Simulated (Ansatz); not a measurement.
The system is SrO.

```xyz
2
Lattice="0.0000 2.6001 2.6001 2.6001 0.0000 2.6001 2.6001 2.6001 0.0000" Properties=species:S:1:pos:R:3 pbc="T T T"
Sr    2.6001    2.6001    2.6001
O     0.0000    0.0000    0.0000
```

The cell isn't the ideal one: volume scaled by 1.04.

A run of Ansatz 0.2.0 on this cell left the log below. Logs are shortened: lines on timing, memory, paths and dates and some standing lists are left out, and cuts for length are marked.

```text
Warning: output.stress: scf.convergence.dr2_threshold = 1e-7 eV (the SCF's general default) is looser than the 2e-10 eV advised for a printed stress (1e-10 eV for each atom of the cell: 2). What an SCF threshold leaves in a stress goes as its square root, and in the free energy as the threshold itself, and one threshold admits the most on a small cell: of the crystals measured, under no hybrid functional and no lock of the moments, on runs that ended without the residual-converged pass, on stresses that held no estimate of that error, the worst erred by over 100 MPa in a component at 1e-7 eV an atom and by under 5 at 1e-10. Set scf.convergence.dr2_threshold to 2e-10 eV or tighter. The threshold is an SCF's pass mark: one that does not reach it within its budget of iterations ends unconverged, or closes short of it on a stop that the run arms, and scf.convergence.dr2_threshold's page says what that costs each kind of run
Warning: output.stress: scf.exx.energy_threshold = 1e-6 eV is looser than the 2e-8 eV advised for a stress under a hybrid functional (1e-8 eV for each atom of the cell: 2). Every SCF of the exchange loop can meet its threshold on dr2 while the loop round them stops early: no threshold on dr2 bounds what that leaves in the stress. Set scf.exx.energy_threshold to 2e-8 eV or tighter. The threshold is the loop's pass mark: a loop that does not reach it within its budget of cycles ends unconverged, and scf.exx.energy_threshold's page has the law
Warning: RAYON_NUM_THREADS=1 ignored (pool sized by the plan → 1); use --threads N
Engine: ansatz 0.2.0, aarch64-unknown-linux-gnu
Pseudopotentials: kind: paw
Pseudopotential: Sr, paw, valence charge 10, recommended cutoff 420 eV (normal), Sr.paw.azcp
Pseudopotential: O, paw, valence charge 6, recommended cutoff 420 eV (normal), O.paw.azcp
Functional definition: LC-wPBE
  parameter omega = 0.4/bohr
  exchange = pbe_x_sr(omega) + exact_x_lr(omega)
  correlation = pbe_c
davidson cushion auto → on  (no smearing: the cushion is to keep the highest requested band from converging to the state above it; pin scf.eigensolver.cushion to override)
Crystal: 2 atoms, lattice volume = 35.155 Å³
Basis set: ecut = 420 eV, 701 PW (Γ), exchange–correlation on 50×50×50 points (8 copies of the dense FFT grid, shifted against one another)
Bands: 12, of which v1, the nominal top of the filled ones, is band 8 counted from 1 (7 counted from 0)
Symmetry: 48 space group operations
Space group: Fm-3m (ITA 225), of the structure as read, at distance tolerance 3.3e-5 Å
k-points: 10 of 125
Non-local potential: Sr, projectors of the file, l = 0: 3, l = 1: 2, l = 2: 2
Non-local potential: O, projectors of the file, l = 0: 2, l = 1: 2, l = 2: 1
PAW form: soft (Blöchl's): semilocal exchange-correlation on the pseudo side does not see the compensation charge
PAW frozen core: Sr, regenerated for the run's functional, and the local potential with it (the file was generated under x = pbe(κ = 0.804, μ = 0.2195149727645171), c = pbe(β = 0.06672455060314922))
PAW frozen core: O, regenerated for the run's functional, and the local potential with it (the file was generated under x = pbe(κ = 0.804, μ = 0.2195149727645171), c = pbe(β = 0.06672455060314922))
PAW one-centre angular grid: Sr, 110 points (default); XC on 64 Gauss nodes
PAW one-centre angular grid: O, 110 points (default); XC on 96 Gauss nodes
Initial density: superposition of atomic densities (neutral atoms: chi_scale 0, normalization atom), corrected by the library's trained network
Initial wavefunctions: pseudopotential atomic-orbital guess
[... 42 lines left out ...]
--- Per-component energies (eV) ---
  E_band       = -146.013834
  E_kinetic    = 422.762165
  E_local      = -881.126041  (includes V_loc(G=0)·N_el)
  E_nonlocal   = 249.563058
  E_hartree    = 240.171561
  E_xc         = -158.699947
  E_vxc        = -178.288196  (∫ρ·V_xc dr)
  E_exx        = -84.788749  (= α·E_x^exact, valence–valence)
  E_paw        = -2859.778660  (= ΣΔE_a)
  E_vpaw       = -69.693426  (= ΣTr[D̂ρ^β])
  E_aug_tail   = 0.002423  (compensation charges beyond the density's cutoff)
  E_ewald      = -1044.373883
  E_core_change = 0.054196  (= ΣΔE_core)
  E_smearing   = -0.000000  (= −TS)
  E_closure    = -0.000000  (closes the sum)
  Σ components = -4116.213879   (vs F -4116.213879, Δ=9.09e-13)
--- Forces (eV/Å), atoms counted from 1 ---
  atom   1  Sr    -0.00000000     0.00000000     0.00000000
  atom   2  O     -0.00000000     0.00000000    -0.00000000
  max |Σ_I F_I| component: 3.29e-30 eV/Å
--- Stress (GPa, compression-positive) ---
       -2.463044       0.000000      -0.000000
        0.000000      -2.463044      -0.000000
        0.000000      -0.000000      -2.463044
  P = ⅓ Tr σ = -2.4630 GPa (-24.630 kbar)
--- Band table (eV; the first three rows and the last of 10) ---
  k-point 0: bands = ["-31.3048", "-13.2067", "-11.6527", "-11.6527", "-11.6527", "3.4521", "3.4521", "3.4521", "13.9589", "17.0772", "17.0772", "17.0772"]
  k-point 1: bands = ["-31.2523", "-13.9011", "-11.6814", "-11.6814", "-11.0443", "2.3644", "2.9630", "2.9630", "15.6462", "16.6797", "17.9108", "17.9108"]
  k-point 2: bands = ["-31.1657", "-14.6323", "-11.7269", "-11.7269", "-10.4531", "1.0051", "2.2661", "2.2661", "17.1734", "18.0929", "19.7007", "19.7007"]
  k-point 9: bands = ["-31.1160", "-14.0179", "-12.2826", "-12.2087", "-11.0436", "1.9932", "2.5421", "2.8890", "15.8638", "17.7283", "19.7351", "21.6576"]
--- intrinsic populations: 2 sites ---
  site symbol       q [e]
     0     Sr      8.3468
     1      O      7.6532
  spilling = 0.000000 (of n_electrons = 16.000000)
--- Bader charges: 2 sites ---
  site symbol  charge [e]  shift [e]
     0     Sr      1.5860     0.0001
     1      O     -1.5860     0.0001
  estimated error of the sums over rays = 1.4e-4 e
```

**Question.** Write the input and the command behind it.

**Answer.** Atomic charges with LC-wPBE, no spin polarisation. The files as run (others can give the same):

input.yaml
```yaml
crystal:
  lattice:
    - [0.0, 2.600070978, 2.600070978]
    - [2.600070978, 0.0, 2.600070978]
    - [2.600070978, 2.600070978, 0.0]
  atoms:
    - { symbol: Sr, position_ang: [2.600070978, 2.600070978, 2.600070978] }
    - { symbol: O, position_ang: [0.0, 0.0, 0.0] }
hamiltonian:
  xc: lc_wpbe
  pseudopotentials: { kind: paw }
kpoints:
  mp_grid: { grid: [5, 5, 5] }
scf:
  occupations: { method: fixed }
output:
  forces: true
  stress: true
  eigenvalues: true
  bader: true
  populations: intrinsic
```

Potentials or basis: Ansatz PAW.
Launch:
```sh
$ ansatz run input.yaml --threads 1 --pin off --max-ram 2560MiB --backend cpu --events-out ev --progress --plain --runs-dir out
```

Caveat: odd divisions of the mesh miss points on the zone boundary, where band edges often lie, so the gap on the mesh can be too wide; the pressure holds a Pulay correction of +0.4 GPa for the finite cutoff; the PAW data sets come from PBE, with cores solved anew for the run's functional, which leaves a small shift of forces and pressure; the thresholds are loose for stress.
